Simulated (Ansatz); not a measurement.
Method: DFT PBE, scalar-relativistic, plane waves, PAW in Ansatz 0.2.0. All cells share a 420 eV cutoff and Γ-centred k meshes spaced at most about 0.3 Å⁻¹ (about 0.25 or finer for metals, 2π included). No spin polarisation in the final relaxations.

All energies are static (0 K, no zero-point motion).

Two forms of Si2Ge were relaxed alike.

A.

```xyz
3
Lattice="1.3513 -7.2073 0.0000 1.3513 7.2073 0.0000 0.0000 0.0000 2.5408" Properties=species:S:1:pos:R:3 pbc="T T T"
Si    1.3513    4.7255    1.2704
Si    1.3513   -4.7255    1.2704
Ge    1.3513    0.0000    1.2704
```

B.

```xyz
6
Lattice="3.9300 0.0000 0.0000 -1.9650 3.4035 0.0000 0.0000 0.0000 9.6184" Properties=species:S:1:pos:R:3 pbc="T T T"
Si    0.0000    2.2690    5.1925
Si    1.9650    1.1345    2.0602
Si    0.0000    2.2690    7.5582
Si    1.9650    1.1345    4.4259
Ge    0.0000    0.0000    8.3749
Ge    0.0000    0.0000    1.2435
```

Question: Which would you expect to be lower, and how large is the difference?

Answer: B is lower, by 0.32 eV/atom. A has space group Cmmm (No. 65), 16.5 Å³/atom and no gap on its mesh; B has Si and Ge ordered on diamond sites, space group P-3m1 (No. 164), 21.4 Å³/atom and a gap of 0.60 eV. Counting Ge atoms around Si (those within 1.25 times the shortest such distance or 1.15 times the sum of covalent radii; a plus sign parts nearer from farther groups; the shortest distance is added where it exceeds 1.18 times the sum of covalent radii; a slash parts the counts of unlike sites), A has Si 2 from 2.8 Å and B has Si 3/3+3 from 3.9 Å. The lower one is the more open, so pressure narrows the difference. Both come from invented guesses.

Kohn–Sham gaps at this level usually fall short of measured ones. With atoms moved at random, P-3m1 came back. Other cells relaxed within their symmetry can be saddle points.
